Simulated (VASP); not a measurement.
# C (P6_3/mmc) in VASP: notebook

The runs below take C through relaxation of cell and atoms, with PBE+D3(BJ).

All numbers are computed with VASP 6.6.1; they aren't measurements. Logs are shortened: lines on timing, memory, paths and dates and some standing lists are left out, and cuts for length are marked.

## 1. Starting point

The structure is hexagonal, space group P6_3/mmc (No. 194). Conventional cell: a = 2.456 Å, b = 2.456 Å, c = 6.696 Å, α = 90.00°, β = 90.00°, γ = 120.00°. Around C (site symmetry -6m2) lie 3 C at 1.42 Å. C (site symmetry -6m2) has 3 C at 1.42 Å as nearest neighbours.

## 2. Relaxation of cell and atoms, PBE+D3(BJ)

Input file INCAR:

```
ALGO = Normal
EDIFF = 1E-7
EDIFFG = -0.002
ENCUT = 700
GGA = PE
IBRION = 2
ISIF = 3
ISMEAR = 0
IVDW = 12
LASPH = True
LCHARG = False
LREAL = False
LWAVE = False
NELM = 60
NSW = 80
PREC = Accurate
SIGMA = 0.02
```

Input file KPOINTS:

```
k-points
0
Gamma
  15 15 6
```

Input file POSCAR:

```
C
1.0
    2.4560000000      0.0000000000      0.0000000000
   -1.2280000000      2.1269583900      0.0000000000
    0.0000000000      0.0000000000      6.6960000000
C
4
Direct
    0.0000000000      0.0000000000      0.7500000000
    0.0000000000      0.0000000000      0.2500000000
    0.3333333300      0.6666666700      0.7500000000
    0.6666666700      0.3333333300      0.2500000000
```

Potentials or basis: VASP PAW PBE potentials, release 64 (C).

The run is started by

```console
cat potpaw_PBE.64/C/POTCAR > POTCAR
mpirun -np 1 vasp_std > vasp.out
```

OUTCAR:

```text
EDIFF = 1E-7
   EDIFFG = -0.002
   ENCUT = 700
   GGA = PE
   IBRION = 2
   ISIF = 3
   ISMEAR = 0
   IVDW = 12
   LASPH = True
   LREAL = False
   NELM = 60
   NSW = 80
   PREC = Accurate
 IVDW          = 12

 ion  position               nearest neighbor table
   1  0.000  0.000  0.750-   3 1.42   3 1.42   3 1.42
   2  0.000  0.000  0.250-   4 1.42   4 1.42   4 1.42
   3  0.333  0.667  0.750-   1 1.42   1 1.42   1 1.42
   4  0.667  0.333  0.250-   2 1.42   2 1.42   2 1.42

  LATTYP: Found a hexagonal cell.
 ALAT       =     2.4560000000
 C/A-ratio  =     2.7263843648

  Lattice vectors:

 A1 = (   2.4560000000,   0.0000000000,   0.0000000000)
 A2 = (  -1.2280000000,   2.1269583900,   0.0000000000)
 A3 = (   0.0000000000,   0.0000000000,   6.6960000000)

Analysis of symmetry for initial positions (statically):
=====================================================================
 Subroutine PRICEL returns:
 Original cell was already a primitive cell.

 Routine SETGRP: Setting up the symmetry group for a
 hexagonal supercell.

 Subroutine GETGRP returns: Found 24 space group operations
 (whereof 12 operations were pure point group operations)
 out of a pool of 24 trial point group operations.

The static configuration has the point symmetry D_3d.
 The point group associated with its full space group is D_6h.

Analysis of symmetry for dynamics (positions and initial velocities):
=====================================================================
 Subroutine PRICEL returns:
 Original cell was already a primitive cell.

 Routine SETGRP: Setting up the symmetry group for a
 hexagonal supercell.

 Subroutine GETGRP returns: Found 24 space group operations
 (whereof 12 operations were pure point group operations)
 out of a pool of 24 trial point group operations.

The dynamic configuration has the point symmetry D_3d.
 The point group associated with its full space group is D_6h.

 Subroutine INISYM returns: Found 24 space group operations
 (whereof 12 operations are pure point group operations),
 and found     1 'primitive' translations

----------------------------------------------------------------------------------------

                                     Primitive cell

  volume of cell :      34.9786

  direct lattice vectors                    reciprocal lattice vectors
     2.456000000  0.000000000  0.000000000     0.407166124  0.235077471  0.000000000
    -1.228000000  2.126958390  0.000000000     0.000000000  0.470154943  0.000000000
     0.000000000  0.000000000  6.696000000     0.000000000  0.000000000  0.149342891

  length of vectors
     2.456000000  2.455999999  6.696000000     0.470154942  0.470154943  0.149342891

  position of ions in fractional coordinates (direct lattice)
     0.000000000  0.000000000  0.750000000
     0.000000000  0.000000000  0.250000000
[... 97 lines left out ...]
   EFERMI_NEDOS =   21; number of points for ismear=-14 and -15
   IALGO  =     38    algorithm
   IMIX   =      4    mixing-type and parameters
     AMIX     =   0.40;   BMIX     =  1.00
     AMIX_MAG =   1.60;   BMIX_MAG =  1.00
  volume/ion in A,a.u.               =       8.74        59.01
  Fermi-wavevector in a.u.,A,eV,Ry     =   1.261384  2.383670 21.648079  1.591089
  Thomas-Fermi vector in A             =   2.394846
   LORBIT       =      0    0 simple, 1 ext, 2 COOP (PROOUT), +10 PAW based schemes
   GGA     = PE    functional components
   LHFCALC =     F    Hartree Fock is set to
   AEXX    =    0.0000 exact exchange contribution
   IVDW    =    12    specifies the selected vdW correction
   LEPSILON=     F    determine dielectric tensor
   LRPA    =     F    only Hartree local field effects (RPA)
 conjugate gradient relaxation of ions
 non-spin polarized calculation
 Gauss-broadening in eV      SIGMA  =   0.02
  energy-cutoff  :      700.00
  volume of cell :       34.98
 maximum number of plane-waves:      1491
 NGX is ok and might be reduce to    24
   NGX = 11   NGY = 11   NGZ = 29

--------------------------------------- Ionic step        1  -------------------------------------------

 number of electron      15.9999999 magnetization

 Free energy of the ion-electron system (eV)
  ---------------------------------------------------
  ext. energy  EPLUGINS =         0.00000000
  ---------------------------------------------------
  free energy    TOTEN  =       -36.86281764 eV

  energy without entropy =      -36.86264014  energy(sigma->0) =      -36.86272889

------------------------ aborting loop because EDIFF is reached ----------------------------------------

 Edisp (eV)   -0.62732

 E8    (eV) :    -0.1778
[... 111 lines left out ...]
  FREE ENERGIE OF THE ION-ELECTRON SYSTEM (eV)
  ---------------------------------------------------
  free  energy   TOTEN  =       -37.4939655223 eV

  energy  without entropy=      -37.4937892125  energy(sigma->0) =      -37.49387737

[... ionic steps 4 to 10 ...]

--------------------------------------- Ionic step       11  -------------------------------------------

 number of electron      15.9999999 magnetization

------------------------ aborting loop because EDIFF is reached ----------------------------------------
[... 79 lines left out ...]
--------------------------------------- Ionic step       13  -------------------------------------------

 number of electron      15.9999999 magnetization

 Free energy of the ion-electron system (eV)
  ---------------------------------------------------
  ext. energy  EPLUGINS =         0.00000000
  ---------------------------------------------------
  free energy    TOTEN  =       -36.86328230 eV

  energy without entropy =      -36.86311122  energy(sigma->0) =      -36.86319676

 E-fermi :   4.7332     XC(G=0): -10.3733

 val. band max:        4.7311998360   @ k =   0.3333   0.3333   0.5000
 cond. band min:       4.7427484192   @ k =   0.3333   0.3333   0.3333
 fundamental gap:      0.0115485832
 Fermi energy:         4.7331744410

 k-point     1 :       0.0000    0.0000    0.0000
  band No.  band energies     occupation
      1     -14.9202      2.00000
      2     -14.6029      2.00000
      3      -3.8055      2.00000
      4      -1.7660      2.00000
      5       1.7209      2.00000
      6       1.7209      2.00000
      7       1.7408      2.00000
      8       1.7408      2.00000
      9       9.0900      0.00000
     10      13.0625      0.00000
     11      13.0625      0.00000
     12      13.1178      0.00000
[... 331 lines left out ...]
 k-point    24 :       0.4000    0.2000    0.0000
  band No.  band energies     occupation
      1      -8.9700      2.00000
      2      -8.8582      2.00000
      3      -7.9483      2.00000
      4      -7.8772      2.00000
      5      -4.1331      2.00000
      6      -4.0232      2.00000
      7       2.8141      2.00000
      8       3.5043      2.00000
      9       6.1070      0.00000
     10       6.2357      0.00000
     11      15.2478      0.00000
     12      15.9334      0.00000

 [... further k-points ...]

------------------------ aborting loop because EDIFF is reached ----------------------------------------

 Edisp (eV)   -0.63078

 E8    (eV) :    -0.1789
[... 27 lines left out ...]
  FREE ENERGIE OF THE ION-ELECTRON SYSTEM (eV)
  ---------------------------------------------------
  free  energy   TOTEN  =       -37.4940661651 eV

  energy  without entropy=      -37.4938950831  energy(sigma->0) =      -37.49398062

 reached required accuracy - stopping structural energy minimisation
```

Wall time 3.2 min (1 thread of AMD EPYC 9R45 (Zen 5), shared host); peak memory 0.19 GiB.

Results:

```
Free energy                            : -37.4941 eV
Relaxed volume                         : 8.76 Å³/atom
Relaxed cell                           : a = 2.465 Å, b = 2.465 Å, c = 6.662 Å, α = 90.00°, β = 90.00°, γ = 120.00°
Space group after relaxing (to 0.05 Å) : P6_3/mmc (No. 194)
Energy gained by relaxing              : 1.0 meV/atom
Ionic steps                            : 13
Pressure after relaxing                : 0.0 GPa
Band gap on the k mesh                 : none (metal or under the smearing width)
Dispersion energy per atom             : -0.158 eV
```

The path:
```
step  energy change (eV)  largest force (eV/Å)  pressure (GPa)  volume (Å³)
   1              0.0000                0.0000            3.17        34.98
   2              0.0198                0.0000           -7.71        35.86
   3             -0.0038                0.0000           -0.09        35.23
   4             -0.0038                0.0000           -0.03        35.22
   5             -0.0038                0.0000           -0.02        35.21
   6             -0.0039                0.0000           -0.01        35.17
   7             -0.0039                0.0000            0.02        35.09
   8             -0.0039                0.0000            0.03        35.06
   9             -0.0039                0.0000            0.04        35.04
  10             -0.0039                0.0000            0.03        35.05
  11             -0.0039                0.0000            0.04        35.05
  12             -0.0039                0.0000           -0.30        35.07
  13             -0.0039                0.0000            0.00        35.05
```

Final structure:
```xyz
4
Lattice="2.4649 0.0000 0.0000 -1.2324 2.1346 0.0000 0.0000 0.0000 6.6616" Properties=species:S:1:pos:R:3 pbc="T T T"
C     0.0000    0.0000    4.9962
C    -1.2324    2.1346    1.6654
C     0.0000    1.4231    4.9962
C     1.2324    0.7115    1.6654
```

## 3. Relaxation of cell and atoms, PBE+D3(BJ)

This run uses another cell than the first one, of 8.76 Å³/atom, 1.002 times its volume.

INCAR is that of step 2.

KPOINTS is that of step 2.

Input file POSCAR:

```
C                                       
1.0
    2.4648527948     -0.0000000000      0.0000000000
   -1.2324263974      2.1346251351     -0.0000000000
    0.0000000000     -0.0000000000      6.6616000383
  C             
     4
Direct
     0.0000000000000000    0.0000000000000000    0.7500000000000000
     0.0000000000000000    1.0000000000000000    0.2500000000000000
     0.3333333300000021    0.6666666699999979    0.7500000000000000
     0.6666666699999979    0.3333333300000021    0.2500000000000000
```

Potentials or basis: VASP PAW PBE potentials, release 64 (C).

The run is started by

```console
cat potpaw_PBE.64/C/POTCAR > POTCAR
mpirun -np 1 vasp_std > vasp.out
```

Wall time 34 s (1 thread of AMD EPYC 9R45 (Zen 5), shared host); peak memory 0.18 GiB.

Results (log left out):

```
Free energy                : -37.4944 eV
Pressure after relaxing    : 0.0 GPa
Band gap on the k mesh     : none (metal or under the smearing width)
Dispersion energy per atom : -0.158 eV
```

Final structure:
```cif
data_structure
_symmetry_space_group_name_H-M 'P 1'
_symmetry_Int_Tables_number 1
_cell_length_a 2.4649
_cell_length_b 2.4649
_cell_length_c 6.6616
_cell_angle_alpha 90.000
_cell_angle_beta 90.000
_cell_angle_gamma 120.000
_cell_volume 35.05
loop_
_atom_site_label
_atom_site_type_symbol
_atom_site_fract_x
_atom_site_fract_y
_atom_site_fract_z
_atom_site_occupancy
C1 C 0.00000 0.00000 0.75000 1
C2 C 0.00000 0.00000 0.25000 1
C3 C 0.33333 0.66667 0.75000 1
C4 C 0.66667 0.33333 0.25000 1
```

Levels at points of the mesh, in eV from the Fermi level:
```
           k point  band 5  band 6  band 7  band 8  band 9  band 10  band 11  band 12
(0.00, 0.00, 0.00)   -3.01   -3.01   -2.99   -2.99    4.36     8.33     8.33     8.38
(0.00, 0.00, 0.50)   -3.00   -3.00   -3.00   -3.00    7.05     7.05     8.36     8.36
```

Caveat: the relaxation stopped at its first step, so nothing moved.
